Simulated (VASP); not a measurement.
A run of VASP 6.6.1:

Contents of INCAR:

```
SYSTEM = Hf
PREC = Accurate
ENCUT = 600
EDIFF = 1E-7
ISMEAR = 0
SIGMA = 0.1
LREAL = .FALSE.
LASPH = .TRUE.
NELM = 100
ALGO = Normal
ISIF = 3
LWAVE = .FALSE.
LCHARG = .FALSE.
GGA = RP
IBRION = 2
NSW = 90
EDIFFG = -0.005
```

KPOINTS

```
Automatic mesh
0
G
  16 16 16
  0 0 0
```

POSCAR

```
Hf
1.0
    0.0000000000      2.2352673600      2.2352673600
    2.2352673600      0.0000000000      2.2352673600
    2.2352673600      2.2352673600      0.0000000000
Hf
1
Direct
    0.0000000000      0.0000000000      0.0000000000
```

Potentials or basis: VASP PAW PBE potentials, release 64 (Hf_pv).

The run is started by

```bash
$ cat potpaw_PBE.64/Hf_pv/POTCAR > POTCAR
$ mpirun -np 1 vasp_std > vasp.out
```

Hardware: 1 thread of Intel(R) Xeon(R) 6975P-C (Granite Rapids), on a shared host.

Task: How long does it take, and how much memory?

Result: Wall time 56 s on 1 thread of Intel(R) Xeon(R) 6975P-C (Granite Rapids), on a shared host, peak memory 0.19 GiB. Counts: scf iterations 28, k points 145, ion steps 3.
